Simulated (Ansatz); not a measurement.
Hf₃N₂: equilibrium cell

Method: DFT r2SCAN, scalar-relativistic, plane waves, PAW (Ansatz). Each run relaxes cell and atoms to zero pressure from this start:

```cif
data_structure
_symmetry_space_group_name_H-M 'P 1'
_symmetry_Int_Tables_number 1
_cell_length_a 7.9717
_cell_length_b 7.9717
_cell_length_c 7.9717
_cell_angle_alpha 23.148
_cell_angle_beta 23.148
_cell_angle_gamma 23.148
_cell_volume 68.72
loop_
_atom_site_label
_atom_site_type_symbol
_atom_site_fract_x
_atom_site_fract_y
_atom_site_fract_z
_atom_site_occupancy
Hf1 Hf 0.77942 0.77942 0.77942 1
Hf2 Hf 0.22058 0.22058 0.22058 1
Hf3 Hf 0.00000 0.00000 0.00000 1
N1 N 0.61192 0.61192 0.61192 1
N2 N 0.38808 0.38808 0.38808 1
```

```
plane-wave cutoff : 500 eV
occupation rule   : Gaussian smearing, 0.1 eV
spin treatment    : unpolarised
```

Lengths are those of the conventional cell, space group R-3m.

| k-mesh | a (Å) | c (Å) | volume (Å³/atom) | gap on mesh (eV) |
| --- | --- | --- | --- | --- |
| 1×1×1 | 3.405 | 19.778 | 13.24 | 3.49 |
| 3×3×3 | 3.209 | 23.359 | 13.89 | metal |
| 6×6×6 | 3.209 | 23.303 | 13.85 | metal |
| 12×12×12 | 3.209 | 23.316 | 13.86 | metal |

Cost: 4 runs of about 20 core-minutes in all, on Intel Xeon Processor @ 2.50GHz (Skylake/Cascade Lake) (shared hosts).